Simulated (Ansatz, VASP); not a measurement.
## Two plane-wave programs on TiB2

```
Ti B
1.0
     2.96739    0.00000    0.00000
    -1.48369    2.56983    0.00000
     0.00000    0.00000    3.14722
Ti B
1 2
Direct
  0.00000 0.00000 0.00000
  0.33333 0.66667 0.50000
  0.66667 0.33333 0.50000
```

Alike in both runs: task relaxation of shape and atoms at fixed volume; functional r2SCAN; k mesh 15 × 15 × 14; occupations gaussian, width 0.1 eV; no spin polarisation.

|  | VASP | Ansatz |
| --- | --- | --- |
| version | VASP 6.6.1 | Ansatz 0.2.0 |
| potentials or method | VASP PAW PBE potentials, release 64 (Ti_sv, B) | scalar-relativistic, plane waves, PAW |
| plane-wave cutoff (eV) | 600 | 500 |
| valence electrons in the cell | 18 | 18 |

```tsv
	VASP	Ansatz	Ansatz less VASP
gap on the k mesh at the Fermi level, each at its own relaxed structure (eV)	none	none	-
relaxed volume (Å³/atom)	8.00	8.00	0.000
relaxed cell length with the largest relative difference (Å)	3.139	3.139	0.0000
```

A gap of «none» marks a metal or a gap that the smearing closes.

Caveats: the PAW data sets were made with another functional, which shifts forces and pressure a little (VASP).
